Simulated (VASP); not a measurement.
# SnO2 (Cassiterite) (P4_2/mnm) in VASP: notebook, part 3 of 3

VASP 6.6.1. Earlier steps stand in the parts before.

### Step 5. Band structure, LDA, spin-orbit coupling, no magnetisation

INCAR reads:

```
SYSTEM = SnO2
ALGO = Normal
EDIFF = 1E-6
ENCUT = 520
GGA_COMPAT = .False.
ISIF = 2
ISMEAR = 0
KPAR = 4
LASPH = .True.
LCHARG = .False.
LORBIT = 11
LREAL = .False.
LSORBIT = .True.
LWAVE = .False.
MAGMOM = 0 0 0 0 0 0 0 0 0 0 0 0 0 0 0 0 0 0
NBANDS = 68
NELM = 100
PREC = Accurate
SIGMA = 0.02
```

KPOINTS reads:

```
k-points
0
Gamma
  4 4 6
  0 0 0
```

POSCAR reads:

```
SnO2
1.0
    4.7380000000      0.0000000000      0.0000000000
    0.0000000000      4.7380000000      0.0000000000
    0.0000000000      0.0000000000      3.1865000000
Sn O
2 4
Direct
    0.5000000000      0.5000000000      0.5000000000
    0.0000000000      0.0000000000      0.0000000000
    0.8071000000      0.1929000000      0.5000000000
    0.6929000000      0.6929000000      0.0000000000
    0.1929000000      0.8071000000      0.5000000000
    0.3071000000      0.3071000000      0.0000000000
```

KPOINTS_OPT reads:

```
path GXMGZRAZ,XR,MA
20
line-mode
reciprocal
 0.0000000000  0.0000000000  0.0000000000  G
 0.0000000000  0.5000000000  0.0000000000  X

 0.0000000000  0.5000000000  0.0000000000  X
 0.5000000000  0.5000000000  0.0000000000  M

 0.5000000000  0.5000000000  0.0000000000  M
 0.0000000000  0.0000000000  0.0000000000  G

 0.0000000000  0.0000000000  0.0000000000  G
 0.0000000000  0.0000000000  0.5000000000  Z

 0.0000000000  0.0000000000  0.5000000000  Z
 0.0000000000  0.5000000000  0.5000000000  R

 0.0000000000  0.5000000000  0.5000000000  R
 0.5000000000  0.5000000000  0.5000000000  A

 0.5000000000  0.5000000000  0.5000000000  A
 0.0000000000  0.0000000000  0.5000000000  Z

 0.0000000000  0.5000000000  0.0000000000  X
 0.0000000000  0.5000000000  0.5000000000  R

 0.5000000000  0.5000000000  0.0000000000  M
 0.5000000000  0.5000000000  0.5000000000  A
```

Potentials or basis: VASP PAW LDA potentials, release 64 (Sn_d, O).

The run is started by

```sh
> cat potpaw_LDA.64/Sn_d/POTCAR potpaw_LDA.64/O/POTCAR > POTCAR
> mpirun -np 4 vasp_ncl > vasp.out
```

OUTCAR:

```text
SYSTEM = SnO2
   EDIFF = 1E-6
   ENCUT = 520
   ISIF = 2
   ISMEAR = 0
   LASPH = .True.
   LORBIT = 11
   LREAL = .False.
   LSORBIT = .True.
   NELM = 100
   PREC = Accurate

 ion  position               nearest neighbor table
   1  0.500  0.500  0.500-   4 2.05   6 2.05   4 2.05   6 2.05   5 2.06   3 2.06   2 3.71   2 3.71
                             2 3.71   2 3.71   2 3.71   2 3.71   2 3.71   2 3.71
   2  0.000  0.000  0.000-   3 2.05   5 2.05   3 2.05   5 2.05   4 2.06   6 2.06   1 3.71   1 3.71
                             1 3.71   1 3.71   1 3.71   1 3.71   1 3.71   1 3.71
   3  0.807  0.193  0.500-   2 2.05   2 2.05   1 2.06
   4  0.693  0.693  0.000-   1 2.05   1 2.05   2 2.06
   5  0.193  0.807  0.500-   2 2.05   2 2.05   1 2.06
   6  0.307  0.307  0.000-   1 2.05   1 2.05   2 2.06

  LATTYP: Found a simple tetragonal cell.
 ALAT       =     4.7380000000
 C/A-ratio  =     0.6725411566

  Lattice vectors:

 A1 = (   4.7380000000,   0.0000000000,   0.0000000000)
 A2 = (   0.0000000000,   4.7380000000,   0.0000000000)
 A3 = (   0.0000000000,   0.0000000000,   3.1865000000)

Analysis of symmetry for initial positions (statically):
=====================================================================
 Subroutine PRICEL returns:
 Original cell was already a primitive cell.

 Routine SETGRP: Setting up the symmetry group for a
 simple tetragonal supercell.

 Subroutine GETGRP returns: Found 16 space group operations
 (whereof  8 operations were pure point group operations)
 out of a pool of 16 trial point group operations.

The static configuration has the point symmetry D_2h.
 The point group associated with its full space group is D_4h.

Analysis of symmetry for dynamics (positions and initial velocities):
=====================================================================
 Subroutine PRICEL returns:
 Original cell was already a primitive cell.

 Routine SETGRP: Setting up the symmetry group for a
 simple tetragonal supercell.

 Subroutine GETGRP returns: Found 16 space group operations
 (whereof  8 operations were pure point group operations)
 out of a pool of 16 trial point group operations.

The dynamic configuration has the point symmetry D_2h.
 The point group associated with its full space group is D_4h.

Analysis of structural, dynamic, and magnetic symmetry:
=====================================================================
 Subroutine PRICEL returns:
 Original cell was already a primitive cell.

 Routine SETGRP: Setting up the symmetry group for a
 simple tetragonal supercell.

 Subroutine GETGRP returns: Found 16 space group operations
 (whereof  8 operations were pure point group operations)
 out of a pool of 16 trial point group operations.

The overall configuration has the point symmetry D_2h.
 The point group associated with its full space group is D_4h.

 Subroutine INISYM returns: Found 16 space group operations
 (whereof  8 operations are pure point group operations),
 and found     1 'primitive' translations

----------------------------------------------------------------------------------------

[... 165 lines left out ...]
      5     -14.6455      1.00000
      6     -14.6455      1.00000
[... 1597 lines left out ...]
     63      16.5743      0.00000
     64      16.5743      0.00000
 [bands above 64 left out]

------------------------ aborting loop because EDIFF is reached ----------------------------------------

  FORCE on cell =-STRESS in cart. coord.  units (eV):
  Direction    XX          YY          ZZ          XY          YZ          ZX
  --------------------------------------------------------------------------------------
  -------------------------------------------------------------------------------------
  Total       -0.1144725     -0.1144725      0.5683882      0.0000000      0.0000000      0.0000000
  in kB       -2.5639388     -2.5639388     12.7306802      0.0000000      0.0000000      0.0000000
  external PRESSURE =       2.5342675 kB  Pullay stress =       0.0000000 kB

 VOLUME and BASIS-vectors are now :
 -----------------------------------------------------------------------------
  energy-cutoff  :      520.00
  volume of cell :       71.53
      direct lattice vectors                 reciprocal lattice vectors
     4.738000000  0.000000000  0.000000000     0.211059519  0.000000000  0.000000000
     0.000000000  4.738000000  0.000000000     0.000000000  0.211059519  0.000000000
     0.000000000  0.000000000  3.186500000     0.000000000  0.000000000  0.313823945

 POSITION                                       TOTAL-FORCE (eV/Angst)
 -----------------------------------------------------------------------------------
      2.36900      2.36900      1.59325         0.000000      0.000000     -0.000000
      0.00000      0.00000      0.00000         0.000000      0.000000     -0.000000
      3.82404      0.91396      1.59325        -0.126566      0.126566      0.000000
      3.28296      3.28296      0.00000         0.126566      0.126566     -0.000000
      0.91396      3.82404      1.59325         0.126566     -0.126566     -0.000000
      1.45504      1.45504      0.00000        -0.126566     -0.126566     -0.000000
 -----------------------------------------------------------------------------------
    total drift:                               -0.000000      0.000000      0.000000

  FREE ENERGIE OF THE ION-ELECTRON SYSTEM (eV)
  ---------------------------------------------------
  free  energy   TOTEN  =       -42.3544138054 eV

  energy  without entropy=      -42.3544138054  energy(sigma->0) =      -42.35441381

 Spin-Orbit-Coupling matrix elements

 Ion:    1  E_soc:     -0.0775334
 l=   1
     0.0000000    -0.0070226    -0.0069226
    -0.0070226     0.0000000    -0.0070226
    -0.0069226    -0.0070226     0.0000000
 l=   2
     0.0000000    -0.0011604     0.0000000    -0.0011604    -0.0047706
    -0.0011604     0.0000000    -0.0035620    -0.0011764    -0.0012035
     0.0000000    -0.0035620     0.0000000    -0.0035620     0.0000000
    -0.0011604    -0.0011764    -0.0035620     0.0000000    -0.0012035
    -0.0047706    -0.0012035     0.0000000    -0.0012035     0.0000000
 l=   3
     0.0000000     0.0000000     0.0000000     0.0000000     0.0000000     0.0000000     0.0000000
     0.0000000     0.0000000     0.0000000     0.0000000     0.0000000     0.0000000     0.0000000
     0.0000000     0.0000000     0.0000000     0.0000000     0.0000000     0.0000000     0.0000000
     0.0000000     0.0000000     0.0000000     0.0000000     0.0000000     0.0000000     0.0000000
[... 89 lines left out ...]
 l=   2
     0.0000000     0.0000000     0.0000000     0.0000000     0.0000000
     0.0000000     0.0000000     0.0000000     0.0000000     0.0000000
     0.0000000     0.0000000     0.0000000     0.0000000     0.0000000
     0.0000000     0.0000000     0.0000000     0.0000000     0.0000000
     0.0000000     0.0000000     0.0000000     0.0000000     0.0000000
 l=   3
     0.0000000     0.0000000     0.0000000     0.0000000     0.0000000     0.0000000     0.0000000
     0.0000000     0.0000000     0.0000000     0.0000000     0.0000000     0.0000000     0.0000000
     0.0000000     0.0000000     0.0000000     0.0000000     0.0000000     0.0000000     0.0000000
     0.0000000     0.0000000     0.0000000     0.0000000     0.0000000     0.0000000     0.0000000
     0.0000000     0.0000000     0.0000000     0.0000000     0.0000000     0.0000000     0.0000000
     0.0000000     0.0000000     0.0000000     0.0000000     0.0000000     0.0000000     0.0000000
     0.0000000     0.0000000     0.0000000     0.0000000     0.0000000     0.0000000     0.0000000

 total charge

# of ion       s       p       d       tot
------------------------------------------
    1        0.894   1.127  10.390  12.412
    2        0.894   1.127  10.390  12.412
    3        1.549   3.494   0.000   5.043
    4        1.549   3.494   0.000   5.043
    5        1.549   3.494   0.000   5.043
    6        1.549   3.494   0.000   5.043
--------------------------------------------------
tot          7.984  16.230  20.781  44.995

 magnetization (x)

# of ion       s       p       d       tot
------------------------------------------
    1        0.000   0.000   0.000   0.000
    2        0.000   0.000   0.000   0.000
    3        0.000   0.000   0.000   0.000
    4        0.000   0.000   0.000   0.000
    5        0.000   0.000   0.000   0.000
    6        0.000   0.000   0.000   0.000
--------------------------------------------------
tot          0.000   0.000   0.000   0.000

 magnetization (y)

# of ion       s       p       d       tot
------------------------------------------
    1        0.000   0.000   0.000   0.000
    2        0.000   0.000   0.000   0.000
    3        0.000   0.000   0.000   0.000
    4        0.000   0.000   0.000   0.000
    5        0.000   0.000   0.000   0.000
    6        0.000   0.000   0.000   0.000
--------------------------------------------------
tot          0.000   0.000   0.000   0.000

 magnetization (z)

# of ion       s       p       d       tot
------------------------------------------
    1       -0.000   0.000   0.000   0.000
    2        0.000   0.000  -0.000   0.000
    3        0.000   0.000   0.000   0.000
    4        0.000   0.000   0.000   0.000
    5        0.000   0.000   0.000   0.000
    6        0.000   0.000   0.000   0.000
--------------------------------------------------
tot         -0.000   0.000   0.000   0.000
```

Wall time 3.4 min (4 MPI ranks of Intel Xeon 6975P-C (Granite Rapids), shared host); peak memory 0.47 GiB.

What came out:

| Property | Result |
| --- | --- |
| Free energy | -42.3544 eV |
| Pressure | 0.3 GPa |
| Largest force | 0.179 eV/Å |
| Valence electrons inside the program's atomic spheres | Sn 12.41; O 5.04 |

Forces on the atoms (eV/Å):
```
Sn   0.000  0.000  0.000
Sn   0.000  0.000  0.000
O   -0.127  0.127  0.000
O    0.127  0.127  0.000
O    0.127 -0.127  0.000
O   -0.127 -0.127  0.000
```

### Step 6. The runs side by side

```csv
task,level,potentials or basis,spin,cell,k mesh,cutoff (eV),by perturbation theory,pressure (GPa),largest force (eV/Å)
Born charges and dielectric tensor,PBE,"VASP PAW PBE potentials, release 64 (Sn_d, O)",off,as given,6 × 6 × 8,520,-,-,-
phonons,PBE,"VASP PAW PBE potentials, release 64 (Sn_d, O)",off,relaxed,6 × 6 × 8,600,yes,-,-
band structure,PBE,"VASP PAW PBE potentials, release 64 (Sn_d, O)","SOC, no magnetisation",as given,4 × 4 × 6,520,-,11.7,0.29
band structure,LDA,"VASP PAW LDA potentials, release 64 (Sn_d, O)","SOC, no magnetisation",as given,4 × 4 × 6,520,-,0.3,0.18
```

Alike in all rows: smearing gaussian 0.02 eV.

Absolute energies hang on the potentials; compare differences alone.
